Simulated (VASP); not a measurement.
Here is a VASP 6.6.1 calculation.

The input INCAR:

```
  PREC = Accurate
  ENCUT = 520
  EDIFF = 1E-6
  ISMEAR = -1
  SIGMA = 0.05
  LREAL = F
  LASPH = T
  NELM = 150
  ALGO = Fast
  ISIF = 2
  LWAVE = F
  LCHARG = F
  ISPIN = 2
  MAGMOM = 5.5 5.5 0 0
  LORBIT = 11
  LMAXMIX = 4
  GGA = PE
  NBANDS = 31
```

KPOINTS

```
Automatic mesh
0
Gamma
  6 6 5
```

The input POSCAR:

```
MnS
1.0
    4.3056791600      0.0000000000      0.0000000000
    0.0000000000      4.3056791600      0.0000000000
    0.0000000000      0.0000000000      5.3605806400
Mn S
2 2
Direct
    0.0000000000      0.5000000000      0.0000000000
    0.5000000000      0.0000000000      0.5000000000
    0.0000000000      0.0000000000      0.2500000000
    0.0000000000      0.0000000000      0.7500000000
```

Potentials or basis: VASP PAW PBE potentials, release 64 (Mn_pv, S).

Command:

```bash
$ cat potpaw_PBE.64/Mn_pv/POTCAR potpaw_PBE.64/S/POTCAR > POTCAR
$ mpirun -np 1 vasp_std > vasp.out
```

(1) Estimate the site moments.

(2) What does it give for the pressure?

(3) Predict the net moment.

(4) What does it give for the band gap on the k mesh?

## Answers

(1) Mn +4.01; S -0.03 μB.

(2) -4.6 GPa.

(3) 8.45 μB per cell.

(4) none (metal or under the smearing width).

Caveat: semilocal functionals often make such compounds metallic where correlation or magnetic order opens a gap, which also shifts bond lengths.
